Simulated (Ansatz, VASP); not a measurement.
**Two plane-wave programs on In**

Contents of INCAR:

```
SYSTEM = In
ALGO = Normal ; EDIFF = 1E-7
ENCUT = 520 ; GGA = RP
ISIF = 2 ; ISMEAR = -1
LASPH = .True. ; LCHARG = .False.
LREAL = .False. ; LWAVE = .False.
NBANDS = 12 ; NELM = 80
PREC = Accurate ; SIGMA = 0.1
```

Contents of KPOINTS:

```
k-points
0
Gamma
  11 11 11
  0 0 0
```

POSCAR

```
In
1.0
    3.0113557527      0.0000000000      0.0000000000
    0.0000000000      3.0113557527      0.0000000000
    0.0000000000      0.0000000000      3.0113557527
In
1
Direct
    0.0000000000      0.0000000000      0.0000000000
```

Input for Ansatz:

```yaml
crystal:
  lattice:
    - [3.0113557527, 0.0, 0.0]
    - [0.0, 3.0113557527, 0.0]
    - [0.0, 0.0, 3.0113557527]
  atoms:
    - { symbol: In, position: [0.0, 0.0, 0.0] }
hamiltonian:
  xc: rpbe
  pseudopotentials:
    kind: paw
    azcp:
      In: "pseudopotentials/In.paw.azcp"
basis:
  ecutwfc: 420
  fft_grid_basis: typed
kpoints:
  mp_grid: { grid: [11, 11, 11], shift: [0, 0, 0] }
magnetization:
  spin_polarized: false
scf:
  occupations: { method: fermi_dirac, width: 0.1 }
  lower_state_search: "off"
output:
  stress: true
```

Alike in both runs: task single point; functional RPBE; k mesh 11 × 11 × 11; occupations fermi-dirac, width 0.1 eV; no spin polarisation.

|  | VASP | Ansatz |
| --- | --- | --- |
| version | VASP 6.6.1 | Ansatz 0.2.0 |
| potentials or method | VASP PAW PBE potentials, release 64 (In_d) | plane waves (420 eV) with PAW, scalar-relativistic |
| plane-wave cutoff (eV) | 520 | 420 |
| valence electrons in the cell | 13 | 13 |

|  | VASP | Ansatz | Ansatz less VASP |
| --- | --- | --- | --- |
| pressure (GPa) | 4.8 | 4.8 | 0.00 |

Caveats: the PAW data sets were made with another functional, which shifts forces and pressure a little (VASP).
